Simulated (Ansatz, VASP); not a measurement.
# Ti15O32 (V_Ti): VASP beside Ansatz, part 2 of 3

Aim: how closely do two programs agree when they are given the same cell, functional and k mesh? The structure shown is the end of the Ansatz relaxation below.

VASP 6.6.1 and Ansatz 0.2.0.

So far. Step 3 (VASP: single point, LDA, pair 1): The run ends at a pressure of 2.09 GPa, with forces up to 0.50 eV/Å.

## 4. Differences

Known differences besides the potentials themselves: VASP starts from the moments at which Ansatz ended; fixed occupations in Ansatz, narrow Gaussian smearing in VASP; the cutoff is 420 eV in Ansatz and 520 eV in VASP (PREC = Accurate, projectors in real space); VASP's log shows a relativistic correction to its local exchange, Ansatz's none; site moments are counted in spheres of each program's own size. Total energies have different zeros and are not compared.

Compared:

| quantity | Ansatz | VASP | difference |
| --- | --- | --- | --- |
| total moment, fixed by the input (μB) | 2.00 | 2.00 | 0.00 |
| moment on O37 (μB) | 0.64 | 0.41 | +0.24 |
| moment on O39 (μB) | 0.08 | 0.31 | -0.23 |
| moment on O43 (μB) | 0.51 | 0.17 | +0.34 |
| moment on O42 (μB) | 0.15 | 0.13 | +0.02 |
| moment on O20 (μB) | -0.13 | 0.12 | -0.24 |
| moment on O26 (μB) | 0.10 | 0.09 | +0.01 |
| moment on O36 (μB) | -0.13 | 0.08 | -0.21 |
| moment on O18 (μB) | 0.08 | 0.07 | +0.01 |

Forces on 7 of the 47 atoms, those with the largest forces and the largest differences (eV/Å; atoms numbered as in POSCAR):

| atom | Ansatz x, y, z | VASP x, y, z |
| --- | --- | --- |
| Ti3 | -0.008, 0.002, -0.001 | 0.205, 0.011, -0.174 |
| Ti10 | -0.005, -0.001, -0.001 | -0.178, -0.026, -0.179 |
| Ti11 | 0.002, -0.007, 0.004 | -0.054, -0.418, -0.276 |
| Ti13 | -0.007, -0.001, 0.001 | 0.005, 0.261, 0.127 |
| Ti15 | 0.002, 0.004, -0.002 | 0.193, 0.420, -0.064 |
| O37 | 0.001, 0.001, -0.003 | 0.012, -0.105, 0.281 |
| O45 | -0.001, 0.001, 0.000 | -0.002, -0.239, -0.053 |

The forces differ by 90 meV/Å r.m.s., where the r.m.s. force is 0.003 eV/Å in Ansatz and 0.090 eV/Å in VASP: the atoms lie near their places of rest in Ansatz, so a percentage would say little (all taken over all components). VASP's last cycles still show a density residual of 2e-02, so its state may not be settled. The two runs ended with unlike total or site moments, perhaps in different magnetic states; the other differences may follow from that, so they don't measure the programs' precision.

## 5. Ansatz: relaxation, LDA

This run makes the geometry at which the two programs are then compared.

The structure compared here is the end of the Ansatz relaxation.

The input, input.yaml:

```yaml
crystal:
  lattice:
    - [3.73903267, 0.0, 0.0]
    - [0.0, 3.73903267, 0.0]
    - [0.0, 0.0, 9.45758532]
  atoms:
    - { symbol: Ti, position: [0.0, 0.0, 0.0] }
    - { symbol: Ti, position: [0.5, 0.5, 0.5] }
    - { symbol: Ti, position: [0.0, 0.5, 0.25] }
    - { symbol: Ti, position: [0.5, 0.0, 0.75] }
    - { symbol: O, position: [0.0, 0.5, 0.45794644] }
    - { symbol: O, position: [0.5, 0.0, 0.95794644] }
    - { symbol: O, position: [0.0, 0.0, 0.20794644] }
    - { symbol: O, position: [0.5, 0.5, 0.70794644] }
    - { symbol: O, position: [0.0, 0.5, 0.04205356] }
    - { symbol: O, position: [0.5, 0.0, 0.54205356] }
    - { symbol: O, position: [0.0, 0.0, 0.79205356] }
    - { symbol: O, position: [0.5, 0.5, 0.29205356] }
  supercell: [2, 2, 1]
  defects: [{ vacancy: 25 }]
total_charge: -1
basis:
  ecutwfc: 420
  xc_grid: 2
hamiltonian:
  xc: lda
kpoints:
  mp_grid: { grid: [1, 1, 1], shift: [0.25, 0.25, 0.25] }
magnetization:
  spin_polarized: true
  initial_magnetization: 1
  spin_locking: { lock_magnetization: hard }
scf:
  occupations: { method: fixed }
  max_iter: 100
output:
  forces: true
  charged_corrections:
    epsilon: [6.87, 6.87, 6.27]
    static_epsilon: [53.34, 53.34, 27.44]
relax:
  f_tol: 0.02
  max_steps: 80
  random_displacement: { amplitude: 0.05, seed: 8666 }
checkpoint:
  write: "../qm1_M1.relax.run"
  compress: false
  write_wavefunctions: true
  write_every: 100000
```

On the command line:

```sh
ansatz run input.yaml --threads 4 --pin off --max-ram 6594MiB --backend cpu --events-out ev --progress --plain --runs-dir out
```

Numbers of over 12 decimals in the logs are rounded to 6 here.

The log of the run:

```text
[...]
Crystal: 47 atoms, lattice volume = 528.882 Å³
Basis set: ecut = 420 eV, 10375 PW (Γ), exchange–correlation on 100×100×128 points (8 copies of the dense FFT grid, shifted against one another)
Bands: 234, of which v1, the nominal top of the filled ones, is band 187 counted from 1 (186 counted from 0)
Symmetry: 1 space group operations
k-points: 1
[...]
Starting moments: Σ|m| = 1 μB on 47 of 47 sites
[...]
- { symbol: Ti, position: [-0.00269379, 0.748550, 0.251317] }
    - { symbol: Ti, position: [0.247195, 0.498249, 0.748511] }
[...]
- { symbol: Ti, position: [0.501557, 0.497526, -0.000147097] }
    - { symbol: Ti, position: [0.749545, 0.749856, 0.507553] }
    - { symbol: Ti, position: [0.501254, 0.752262, 0.251214] }
    - { symbol: Ti, position: [0.749059, 0.492270, 0.733296] }
[...]
- { symbol: O, position: [0.493516, 0.750435, 0.042348] }
    - { symbol: O, position: [0.753907, 0.505335, 0.546151] }
    - { symbol: O, position: [0.498026, 0.499875, 0.789518] }
    - { symbol: O, position: [0.749757, 0.749746, 0.290648] }
```

## 6. VASP: single point, LDA, pair 2

The same cell, functional (in two slightly different forms) and mesh now go to VASP, with its own data sets.

The input, INCAR:

```
SYSTEM = Ti15O32
PREC = Accurate
ENCUT = 520
EDIFF = 1E-06
NELM = 200
ISMEAR = 0
SIGMA = 0.01
LREAL = Auto
ALGO = Normal
GGA = PW92
NELECT = 373
NBANDS = 224
ISPIN = 2
MAGMOM = -0.01 0 -0.02 0.01 -0.01 -0 -0.01 0.01 -0.01 -0.02 0.01 -0.01 -0 -0.01 0.01 0.03 0.06 0.12 -0.05 0.11 0 -0.09 0.05 0.01 0.05 0.06 -0.04 0.04 0 -0.06 0.05 0.03 0.1 0.07 -0.18 0.11 0.01 -0.07 0.35 -0 0.1 0.11 -0.03 0.03 0.03 -0.12 0.07
LASPH = .TRUE.
LMAXMIX = 4
LORBIT = 11
LWAVE = .FALSE.
LCHARG = .FALSE.
ISIF = 2
ISYM = 0
NUPDOWN = 1
GGA_COMPAT = .FALSE.
NCORE = 2
```

The input, POSCAR:

```
Ti15O32
1.0
    7.4780653400      0.0000000000      0.0000000000
    0.0000000000      7.4780653400      0.0000000000
    0.0000000000      0.0000000000      9.4575853200
Ti O
15 32
Direct
    0.9950763406      0.0010918670      0.9994232618
    0.2500798909      0.2495632960      0.4919230146
    0.9962234765      0.2499014902      0.2654079369
    0.2495408524      0.0026286004      0.7485552264
    0.9945397040      0.4968204494      0.9999057162
    0.2498089101      0.7496303660      0.4997169056
    0.9973062094      0.7485500997      0.2513169317
    0.2471953367      0.4982491797      0.7485112320
    0.5022066820      0.0022282254      0.0001844103
    0.5062831908      0.2510395889      0.2649947217
    0.7488477944      0.0055457725      0.7332219153
    0.5015574046      0.4975259253      0.9998529029
    0.7495445269      0.7498563430      0.5075530062
    0.5012538883      0.7522615193      0.2512144147
    0.7490593359      0.4922699377      0.7332959669
    0.0054464114      0.2497806872      0.4524492462
    0.2484607198      0.0006517574      0.9580620420
    0.9983660439      0.9996252002      0.2098284369
    0.2486022488      0.2497225159      0.7083011550
    0.0030198457      0.2497148701      0.0319595648
    0.2513237294      0.9994450372      0.5416607469
    0.9982508098      0.0005346463      0.7897516828
    0.2509323912      0.2485291292      0.2817079595
    0.0008792126      0.7496985841      0.4576059961
    0.2485126093      0.5004257674      0.9572485787
    0.9987365308      0.4996157789      0.2086870504
    0.2468350209      0.7500328556      0.7094369572
    0.0050619474      0.7499663974      0.0418998817
    0.2500798516      0.5007492698      0.5416297831
    0.9979202841      0.4967914184      0.7900070323
    0.2498896415      0.7507485663      0.2908896779
    0.4953433348      0.2523750706      0.4525567242
    0.7488279103      0.9920977409      0.9683642114
    0.5015580182      0.0002049545      0.2096057682
    0.7410192225      0.2491959891      0.7592317036
    0.4949200085      0.2507439560      0.0331146884
    0.7537888725      0.9941944295      0.5463091750
    0.4985101770      0.0007189352      0.7908767384
    0.7507855143      0.2488447260      0.2388492016
    0.4989019104      0.7496283483      0.4581362314
    0.7480644566      0.5082330441      0.9676533771
    0.4998236763      0.5004494361      0.2100609033
    0.7440484808      0.7489697799      0.7178902725
    0.4935164508      0.7504353661      0.0423483072
    0.7539073232      0.5053353018      0.5461509669
    0.4980255891      0.4998750834      0.7895176666
    0.7497573424      0.7497462449      0.2906482948
```

The input, KPOINTS:

```
Points of the shifted mesh
1
Reciprocal
 0.2500000000  0.2500000000  0.2500000000 1
```

The projector-augmented-wave data sets are Ti_sv and O (LDA family, release 64).

On the command line:

```sh
mpirun -np 8 vasp_std
```

The log of the run:

```text
[banner, memory and clock lines left out]
running    8 mpi-ranks, on    1 nodes
[...]
[... a notice as in an earlier step ...]

 LDA part: xc-table for (Slater(with rela. corr.)+PW92), standard interpolation
 POSCAR, INCAR and KPOINTS ok, starting setup
[...]
entering main loop
       N       E                     dE             d eps       ncg     rms          rms(c)
DAV:   1     0.626797947418E+04    0.62680E+04   -0.18078E+05   896   0.194E+03
DAV:   2     0.888615482956E+03   -0.53794E+04   -0.51372E+04   896   0.619E+02
DAV:   3    -0.429013890077E+03   -0.13176E+04   -0.12775E+04  1072   0.269E+02
DAV:   4    -0.550691122103E+03   -0.12168E+03   -0.12082E+03  1216   0.896E+01
DAV:   5    -0.561065557756E+03   -0.10374E+02   -0.10369E+02  1448   0.203E+01BRMIX: very serious problems
 the old and the new charge density differ
 old charge density:   372.00000 new  372.99999
    0.934E+01
DAV:   6    -0.448314048873E+03    0.11275E+03   -0.80526E+02  1280   0.101E+02    0.386E+01
DAV:   7    -0.444685219778E+03    0.36288E+01   -0.14118E+02  1296   0.350E+01    0.243E+01
DAV:   8    -0.443068377985E+03    0.16168E+01   -0.17813E+01  1272   0.143E+01    0.114E+01
DAV:   9    -0.443471262111E+03   -0.40288E+00   -0.12085E+01  1288   0.765E+00    0.736E+00
[...]
DAV:  27    -0.442929375747E+03    0.17140E-05   -0.11347E-05   968   0.904E-03    0.114E-02
DAV:  28    -0.442929376935E+03   -0.11888E-05   -0.42994E-06   656   0.627E-03    0.349E-03
DAV:  29    -0.442929376951E+03   -0.15512E-07   -0.80951E-07   544   0.306E-03
   1 F= -.44292938E+03 E0= -.44292938E+03  d E =-.922133E-13  mag=     1.0000
```

From OUTCAR (step 6):

```text
  Total       15.7608597     16.0134677      9.8965644      1.3896134      0.1169334     -0.1098645
  in kB       47.7454189     48.5106609     29.9803197      4.2096482      0.3542340     -0.3328199
  external PRESSURE =      42.0787999 kB  Pullay stress =       0.0000000 kB

 POSITION                                       TOTAL-FORCE (eV/Angst)
 -----------------------------------------------------------------------------------
      7.44125      0.00817      9.45213         0.016804     -0.017582      0.004462
      1.87011      1.86625      4.65240         0.003990      0.014172      0.053883
      7.44982      1.86878      2.51012         0.016628     -0.001416     -0.155745
      1.86608      0.01966      7.07952        -0.006803     -0.015054      0.007053
      7.43723      3.71526      9.45669         0.018554      0.033585     -0.004122
      1.86809      5.60578      4.72612        -0.007408     -0.012272     -0.013022
      7.45792      5.59771      2.37685         0.015422      0.019313     -0.011118
      1.84854      3.72594      7.07911         0.004352      0.016459      0.001843
      3.75553      0.01666      0.00174        -0.006761     -0.001030     -0.000461
      3.78602      1.87729      2.50621        -0.010178     -0.015581     -0.123963
      5.59993      0.04147      6.93451         0.001932     -0.027179      0.134194
      3.75068      3.72053      9.45619        -0.002694      0.009845     -0.002098
      5.60514      5.60747      4.80023         0.009193     -0.000772     -0.042396
      3.74841      5.62546      2.37588        -0.009625     -0.014479     -0.002745
[...]
-----------------------------------------------------------------------------------
    total drift:                                0.050669      0.004620     -0.000900

  FREE ENERGIE OF THE ION-ELECTRON SYSTEM (eV)
  ---------------------------------------------------
  free  energy   TOTEN  =      -442.9293769510 eV

  energy  without entropy=     -442.9293769510  energy(sigma->0) =     -442.92937695

 magnetization (x)
# of ion       s       p       d       tot
------------------------------------------
    1       -0.001  -0.001  -0.017  -0.018
    2       -0.000   0.003   0.004   0.007
    3       -0.001  -0.001  -0.030  -0.032
    4        0.000   0.001   0.012   0.014
    5       -0.001  -0.001  -0.018  -0.020
    6        0.000   0.000  -0.000  -0.000
    7       -0.001  -0.001  -0.015  -0.017
    8        0.000   0.001   0.013   0.014
    9       -0.001  -0.001  -0.016  -0.018
   10       -0.001  -0.002  -0.031  -0.033
   11        0.001   0.001   0.014   0.016
   12       -0.001  -0.001  -0.016  -0.018
   13        0.000   0.001  -0.003  -0.001
[...]
--------------------------------------------------
tot          0.010   0.929  -0.107   0.833

[... 2 parts as in an earlier step ...]

[... 1 further part left out ...]
[key lines of the parts left out:]
E-fermi :   2.8503
```

The run ends at a pressure of 4.21 GPa, with forces up to 0.20 eV/Å.

## 7. Side by side

Compared:

| quantity | Ansatz | VASP | difference |
| --- | --- | --- | --- |
| total moment, fixed by the input (μB) | 1.00 | 1.00 | 0.00 |
| moment on O39 (μB) | 0.35 | 0.34 | 0.00 |
| moment on O35 (μB) | -0.18 | -0.17 | 0.00 |
| moment on O18 (μB) | 0.12 | 0.12 | 0.00 |
| moment on O46 (μB) | -0.12 | -0.11 | 0.00 |
| moment on O20 (μB) | 0.11 | 0.11 | 0.00 |
| moment on O42 (μB) | 0.11 | 0.11 | 0.00 |
| moment on O36 (μB) | 0.11 | 0.10 | 0.00 |
| moment on O41 (μB) | 0.10 | 0.10 | 0.00 |

Forces on 7 of the 47 atoms, those with the largest forces and the largest differences (eV/Å; atoms numbered as in POSCAR):

| atom | Ansatz x, y, z | VASP x, y, z |
| --- | --- | --- |
| Ti3 | 0.003, -0.003, -0.009 | 0.017, -0.001, -0.156 |
| Ti11 | 0.001, -0.005, -0.001 | 0.002, -0.027, 0.134 |
| Ti15 | 0.001, 0.011, -0.001 | -0.003, 0.030, 0.137 |
| O16 | -0.010, -0.003, 0.011 | -0.103, -0.004, 0.172 |
| O32 | 0.006, -0.001, -0.011 | 0.092, 0.002, 0.146 |
| O37 | 0.000, 0.014, 0.005 | 0.005, 0.103, -0.156 |
| O45 | 0.002, -0.013, 0.006 | 0.007, -0.102, -0.152 |

The forces differ by 41 meV/Å r.m.s., where the r.m.s. force is 0.005 eV/Å in Ansatz and 0.042 eV/Å in VASP: the atoms lie near their places of rest in Ansatz, so a percentage would say little (all taken over all components). The cell carries a charge of -1 e against a uniform background, so its pressure also hangs on how the neutralising background is counted, and in a defect's cell a gap may be the spacing between its levels.

## 8. Ansatz: relaxation, LDA

This run makes the geometry at which the two programs are then compared.

The structure compared here is the end of the Ansatz relaxation.

Changes to input.yaml since step 5:

```diff
@@ -30,3 +30,3 @@
   spin_polarized: true
-  initial_magnetization: 1
+  initial_magnetization: 3
   spin_locking: { lock_magnetization: hard }
@@ -43,5 +43,5 @@
   max_steps: 80
-  random_displacement: { amplitude: 0.05, seed: 8666 }
+  random_displacement: { amplitude: 0.05, seed: 8667 }
 checkpoint:
-  write: "../qm1_M1.relax.run"
+  write: "../qm1_M3.relax.run"
   compress: false
```

On the command line:

```sh
ansatz run input.yaml --threads 4 --pin off --max-ram 6594MiB --backend cpu --events-out ev --progress --plain --runs-dir out
```

The log of the run:

```text
[...]
Crystal: 47 atoms, lattice volume = 528.882 Å³
Basis set: ecut = 420 eV, 10375 PW (Γ), exchange–correlation on 100×100×128 points (8 copies of the dense FFT grid, shifted against one another)
Bands: 235, of which v1, the nominal top of the filled ones, is band 187 counted from 1 (186 counted from 0)
Symmetry: 1 space group operations
k-points: 1
[...]
Starting moments: Σ|m| = 3 μB on 47 of 47 sites
[...]
- { symbol: Ti, position: [0.00176839, 0.746773, 0.250060] }
    - { symbol: Ti, position: [0.248503, 0.497695, 0.750296] }
[...]
- { symbol: Ti, position: [0.501736, 0.498683, 0.000488003] }
    - { symbol: Ti, position: [0.754880, 0.746510, 0.505018] }
    - { symbol: Ti, position: [0.503088, 0.751982, 0.250635] }
    - { symbol: Ti, position: [0.749018, 0.497926, 0.736331] }
[...]
- { symbol: O, position: [0.501852, 0.751658, 0.042766] }
    - { symbol: O, position: [0.761837, 0.508156, 0.545175] }
    - { symbol: O, position: [0.498124, 0.502745, 0.791003] }
    - { symbol: O, position: [0.752270, 0.754261, 0.291164] }
```

(Part 2 of 3 ends here.)

[Lines on the potential files, build, host, timing and source positions are cut from VASP's logs without a mark.]

[Logs are printed without paths, hosts, clocks, repeated set-up lines and the standing remarks that a program may print on its own settings, such as how far it seeks lower states.]

[Hosts, paths, dates, database ids (printed as entryN), source tags and the programs' standing remarks are cut or masked in the printed files.]
